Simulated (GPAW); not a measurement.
Wanted: an ASE script for a GPAW 26.7.0 run.

| Quantity | Value |
| --- | --- |
| Task | relaxation of cell and atoms |
| Functional | PBEsol |
| Potentials or basis | PAW data sets generated in the run's folder for this functional |
| Cutoff | 600 eV |
| Basis | pw |
| k mesh | 12 × 12 × 12 |
| Occupations | fermi-dirac, width 0.05 eV |
| Spin | no spin polarisation |
| Maxiter | 150 |
| Optimizer | BFGS |
| Fmax | 0.02 eV/Å |
| Max steps | 60 |
| Convergence | density=1e-05 forces=0.0001 |

The system is Mo.

```
CELL_PARAMETERS angstrom
-1.58381 1.58381 1.58381
1.58381 -1.58381 1.58381
1.58381 1.58381 -1.58381
ATOMIC_POSITIONS crystal
Mo 0.00000 0.00000 0.00000
```

These files were run (other wordings do the same):

run.py

```python
from ase import Atoms
from ase.filters import FrechetCellFilter
from ase.io import write
from ase.optimize import BFGS
from gpaw import GPAW, PW, setup_paths

setup_paths.insert(0, '.')

atoms = Atoms(['Mo'],
              cell=[[-1.5838089719, 1.5838089719, 1.5838089719],
                    [1.5838089719, -1.5838089719, 1.5838089719],
                    [1.5838089719, 1.5838089719, -1.5838089719]],
              scaled_positions=[[0.0, 0.0, 0.0]],
              pbc=True)

calc = GPAW(mode=PW(600),
            xc='PBEsol',
            kpts={'size': (12, 12, 12), 'gamma': True},
            occupations={'name': 'fermi-dirac', 'width': 0.05},
            nbands=16,
            convergence={'density': 1e-05, 'forces': 0.0001},
            maxiter=150,
            txt='gpaw.txt')
atoms.calc = calc
opt = BFGS(FrechetCellFilter(atoms), trajectory='relax.traj', logfile='-')
done = opt.run(fmax=0.02, steps=60)
calc.write('gs.gpw')
write('result.traj', atoms)
print('Converged:', done)
print('Cell:', atoms.cell.cellpar().round(4))
print('Volume:', round(atoms.get_volume(), 4))
print(atoms.get_scaled_positions().round(5))
```

Potentials or basis: PAW data sets generated in the run's folder for this functional, pw.

The run is started by

```bash
$ gpaw-setup -f PBEsol Mo
$ OMP_NUM_THREADS=1 python run.py
```

Results of the run:

| Quantity | Value |
| --- | --- |
| Relaxed volume | 15.29 Å³/atom |
| Relaxed cell | a = 2.708 Å, b = 2.708 Å, c = 2.708 Å, α = 109.47°, β = 109.47°, γ = 109.47° |
| Space group after relaxing (to 0.05 Å) | Im-3m (No. 229) |
| Energy gained by relaxing | 19.1 meV/atom |
| Ionic steps | 3 |
| Pressure after relaxing | 0.0 GPa |
| Band gap on the k mesh | none (metal or under the smearing width) |

Caveat: later steps reuse the first step's grids.

Run time: 25 s on 1 thread of Arm Neoverse V2 (shared host), peak memory 0.17 GiB.
